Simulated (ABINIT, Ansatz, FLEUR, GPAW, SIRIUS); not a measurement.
**Bi: programs and potentials compared**

```
CELL_PARAMETERS angstrom
2.26750 1.30914 3.93800
-2.26750 1.30914 3.93800
0.00000 -2.61828 3.93800
ATOMIC_POSITIONS crystal
Bi 0.77243 0.78624 0.75406
Bi 0.23222 0.23858 0.23225
```

Atoms were shifted at random by some hundredths of an Å from the given cell, which wasn't relaxed again for these runs.

Alike in all runs: task single point; functional PBEsol; k mesh 7 × 7 × 7; occupations fermi-dirac, width 0.05 eV; no spin polarisation; no spin-orbit coupling. Pressure is positive in compression and, in plane waves, holds the error of the finite cutoff, which Ansatz's Pulay term estimates and takes out.

```json
{"program and potentials": "Ansatz, Ansatz PAW", "plane-wave cutoff (eV)": "420", "notes": "potentials made for PBE, which Ansatz adapts in part; Pulay term of +0.03 GPa included", "pressure (GPa)": "0.29", "largest force (eV/Å)": "0.436", "energy over the undisturbed cell (meV/atom)": "9.43"}
{"program and potentials": "GPAW, PAW data sets generated for this functional", "plane-wave cutoff (eV)": "600", "notes": "-", "pressure (GPa)": "0.20", "largest force (eV/Å)": "0.432", "energy over the undisturbed cell (meV/atom)": "9.29"}
{"program and potentials": "SIRIUS, PseudoDojo 0.4.1 PBEsol standard (scalar relativistic)", "plane-wave cutoff (eV)": "915", "notes": "-", "pressure (GPa)": "0.34", "largest force (eV/Å)": "0.456", "energy over the undisturbed cell (meV/atom)": "10.00"}
{"program and potentials": "ABINIT, PseudoDojo NC SR PBEsol v0.4.1 standard", "plane-wave cutoff (eV)": "898", "notes": "-", "pressure (GPa)": "0.33", "largest force (eV/Å)": "0.455", "energy over the undisturbed cell (meV/atom)": "-"}
{"program and potentials": "Ansatz, all-electron LAPW, scalar-relativistic", "plane-wave cutoff (eV)": "-", "notes": "-", "pressure (GPa)": "0.31", "largest force (eV/Å)": "0.437", "energy over the undisturbed cell (meV/atom)": "-"}
{"program and potentials": "FLEUR, all-electron, FLAPW", "plane-wave cutoff (eV)": "-", "notes": "-", "pressure (GPa)": "-", "largest force (eV/Å)": "0.443", "energy over the undisturbed cell (meV/atom)": "9.81"}
```

Force on atom 1 (Bi), eV/Å:

| program and potentials | x | y | z |
| --- | --- | --- | --- |
| Ansatz, Ansatz PAW | 0.043 | -0.182 | -0.394 |
| GPAW, PAW data sets generated for this functional | 0.043 | -0.181 | -0.390 |
| SIRIUS, PseudoDojo 0.4.1 PBEsol standard (scalar relativistic) | 0.044 | -0.185 | -0.414 |
| ABINIT, PseudoDojo NC SR PBEsol v0.4.1 standard | 0.044 | -0.185 | -0.414 |
| Ansatz, all-electron LAPW, scalar-relativistic | 0.043 | -0.182 | -0.395 |
| FLEUR, all-electron, FLAPW | 0.044 | -0.183 | -0.402 |

The pressure spans 0.20 (GPAW, PAW data sets generated for this functional) to 0.34 GPa (SIRIUS, PseudoDojo 0.4.1 PBEsol standard (scalar relativistic)), with all-electron results at 0.31.

Differences between rows come from potentials, basis sets and numerical settings, since the functional is the same but for its coding. Runs on potential files found faulty are left out.
